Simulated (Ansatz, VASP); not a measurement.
**H in VASP and in Ansatz**

Contents of INCAR:

```
ALGO = Normal ; EDIFF = 1E-7
ENCUT = 520 ; GGA = PE
ISIF = 2 ; ISMEAR = 0
LASPH = T ; LCHARG = T
LELF = T ; LREAL = F
LVHAR = T ; LWAVE = F
NBANDS = 8 ; NELM = 80
PREC = Accurate ; SIGMA = 0.05
```

The input KPOINTS:

```
k-points
0
Gamma
  10 10 10
```

The input POSCAR:

```
H
1.0
   -1.8548676378      1.8548676378      2.2855640979
    1.8548676378     -1.8548676378      2.2855640979
    1.8548676378      1.8548676378     -2.2855640979
H
2
Direct
    0.9178910720      0.9178910720      0.0000000000
    0.0821089280      0.0821089280      0.0000000000
```

Input for Ansatz:

```yaml
crystal:
  lattice:
    - [-1.8548676378, 1.8548676378, 2.2855640979]
    - [1.8548676378, -1.8548676378, 2.2855640979]
    - [1.8548676378, 1.8548676378, -2.2855640979]
  atoms:
    - { symbol: H, position: [0.917891072, 0.917891072, 0.0] }
    - { symbol: H, position: [0.082108928, 0.082108928, 0.0] }
basis:
  ecutwfc: 420
kpoints:
  mp_grid: { grid: [10, 10, 10] }
hamiltonian:
  xc: pbe
scf:
  occupations: { method: gaussian, width: 0.05 }
output:
  forces: true
  stress: true
  eigenvalues: true
```

Alike in both runs: task single point; functional PBE; k mesh 10 × 10 × 10; occupations gaussian, width 0.05 eV; no spin polarisation.

```csv
,VASP,Ansatz
version,VASP 6.6.1,Ansatz 0.2.0
potentials or method,"VASP PAW PBE potentials, release 64 (H)","scalar-relativistic, plane waves, PAW"
plane-wave cutoff (eV),520,420
valence electrons in the cell,2,2
```

```tsv
	VASP	Ansatz	Ansatz less VASP
gap on the k mesh at the Fermi level (eV)	9.28	9.27	0.000
least direct gap on the mesh (eV)	9.75	9.75	0.000
pressure (GPa)	-0.2	0.0	+0.16
rms of the force components (eV/Å)	0.005	0.001	-0.0037
```

Atom by atom the forces differ by 0.006 eV/Å (rms over components).

A k mesh can miss the band edges. PBE gaps usually lie below the measured ones, often by a third to a half.
